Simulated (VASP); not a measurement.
These are r2SCAN meta-GGA, VASP's PBE PAW potentials (set 64) (plane waves; VASP 6.6.1) values and carry that method's errors.

VASP input:

KPOINTS:
```
K-points
0
gamma
 8 8 8
0 0 0
```

POSCAR:
```
LaAlO3
1
    3.7834137779     0.0000000000    -0.0000000000
    0.0000000000     3.7834137779     0.0000000000
    0.0000000000    -0.0000000000     3.7834137779
La Al O
1 1 3
Direct
  0.0000000000   0.0000000000   0.0000000000
  0.5000000000   0.5000000000   0.5000000000
  0.5000000000   0.0000000000   0.5000000000
  0.0000000000   0.5000000000   0.5000000000
  0.5000000000   0.5000000000   0.0000000000
```

**INCAR**
```
! general
SYSTEM   =  LaAlO3
PREC     =  Accurate
ENCUT    =  520   ! plane-wave cut-off (eV)
LREAL    =  .False.   ! projection in real space or not
LASPH    =  .True.   ! aspherical one-centre terms
NBANDS   =  60

! electronic loop
EDIFF    =  1E-7   ! SCF stop (eV)
NELM     =  100
ALGO     =  Normal   ! blocked Davidson
LMAXMIX  =  6   ! l cut-off of mixed one-centre charges
LMIXTAU  =  .True.

! smearing
ISMEAR   =  0
SIGMA    =  0.01   ! width (eV)

! functional
METAGGA  =  R2SCAN

! output
LWAVE    =  .False.
LCHARG   =  .False.
NEDOS    =  1001   ! DOS grid

! other
LOPTICS  =  .True.
LPEAD    =  .True.
CSHIFT   =  0.1
```

POTCAR, in this order: La Al O (PBE.64 set). Program: vasp_std.

What VASP printed:

OSZICAR:
```
       N       E                     dE             d eps       ncg     rms          rms(c)
DAV:   1     0.157145163535E+03    0.15715E+03   -0.11625E+04  6604   0.843E+02
DAV:   2    -0.714871054410E+02   -0.22863E+03   -0.20272E+03  5536   0.189E+02
DAV:   3    -0.861523862019E+02   -0.14665E+02   -0.14019E+02  4704   0.433E+01
DAV:   4    -0.866392347349E+02   -0.48685E+00   -0.48340E+00  5584   0.788E+00
DAV:   5    -0.866569784664E+02   -0.17744E-01   -0.17731E-01  5872   0.125E+00    0.124E+01
DAV:   6    -0.721354415889E+02    0.14522E+02   -0.17213E+00  6044   0.892E+00    0.443E+00
DAV:   7    -0.722674649244E+02   -0.13202E+00   -0.14281E+00  5968   0.528E+00    0.288E+00
DAV:   8    -0.758528123570E+02   -0.35853E+01   -0.62809E-01  6136   0.465E+00    0.906E-01
DAV:   9    -0.725066672602E+02    0.33461E+01   -0.39964E-01  5528   0.315E+00    0.416E-01
DAV:  10    -0.726833157939E+02   -0.17665E+00   -0.66154E-02  4652   0.115E+00    0.239E-01
DAV:  11    -0.726754372151E+02    0.78786E-02   -0.98736E-03  5200   0.395E-01    0.130E-01
DAV:  12    -0.726865827946E+02   -0.11146E-01   -0.18828E-02  4796   0.584E-01    0.816E-02
DAV:  13    -0.726871530447E+02   -0.57025E-03   -0.45828E-03  4452   0.295E-01    0.251E-02
DAV:  14    -0.726871811769E+02   -0.28132E-04   -0.13115E-04  6572   0.534E-02    0.154E-02
DAV:  15    -0.726871873082E+02   -0.61312E-05   -0.74377E-05  5908   0.417E-02    0.458E-03
DAV:  16    -0.726872697913E+02   -0.82483E-04   -0.68760E-05  4572   0.376E-02    0.593E-03
DAV:  17    -0.726872816602E+02   -0.11869E-04   -0.25615E-06  5524   0.584E-03    0.349E-03
DAV:  18    -0.726872847603E+02   -0.31000E-05   -0.26932E-06  4864   0.765E-03    0.105E-03
DAV:  19    -0.726872853757E+02   -0.61546E-06   -0.33066E-07  4776   0.265E-03    0.537E-04
DAV:  20    -0.726872854211E+02   -0.45348E-07   -0.13601E-07  4772   0.168E-03
   1 F= -.72687285E+02 E0= -.72687285E+02  d E =-.625006E-56
 imaginary and real dielectric function
```

**OUTCAR**
```
------------------------ aborting loop because EDIFF is reached ----------------------------------------
  FORCE on cell =-STRESS in cart. coord.  units (eV):
  Direction    XX          YY          ZZ          XY          YZ          ZX
  --------------------------------------------------------------------------------------
  Total        0.0133502      0.0133502      0.0133502      0.0000000     -0.0000000      0.0000000
  in kB        0.3949537      0.3949537      0.3949537      0.0000000     -0.0000000      0.0000000
  external PRESSURE =       0.3949537 kB  Pullay stress =       0.0000000 kB
  volume of cell :       54.16
      direct lattice vectors                 reciprocal lattice vectors
     3.783413778  0.000000000  0.000000000     0.264311561  0.000000000  0.000000000
     0.000000000  3.783413778  0.000000000     0.000000000  0.264311561  0.000000000
     0.000000000  0.000000000  3.783413778     0.000000000  0.000000000  0.264311561
 POSITION                                       TOTAL-FORCE (eV/Angst)
 -----------------------------------------------------------------------------------
      0.00000      0.00000      0.00000         0.000000      0.000000      0.000000
      1.89171      1.89171      1.89171         0.000000      0.000000      0.000000
      1.89171      0.00000      1.89171         0.000000      0.000000      0.000000
      0.00000      1.89171      1.89171         0.000000      0.000000      0.000000
      1.89171      1.89171      0.00000         0.000000      0.000000      0.000000
 -----------------------------------------------------------------------------------
    total drift:                                0.000000     -0.000000     -0.000000
  FREE ENERGIE OF THE ION-ELECTRON SYSTEM (eV)
  ---------------------------------------------------
  free  energy   TOTEN  =       -72.6872854211 eV

  energy  without entropy=      -72.6872854211  energy(sigma->0) =      -72.68728542

 plasma frequency squared (from intraband transitions) (eV^2)
  --------------------------------------------------------------------------------------
       0.000       0.000       0.000
       0.000       0.000       0.000
       0.000       0.000       0.000

 plasma frequency squared (from interband transitions, int dw w eps(2)(w)) (eV^2)
  --------------------------------------------------------------------------------------
     649.741       0.000       0.000      -0.000      -0.000      -0.000
       0.000       0.000     649.741       0.000       0.000       0.000
      -0.000       0.000       0.000      -0.000     649.741       0.000
```
(Selected blocks of OUTCAR.)

The compound is LaAlO3 in the cubic perovskite structure, the ideal cubic form; the compound distorts at low or room temperature. It was relaxed first.
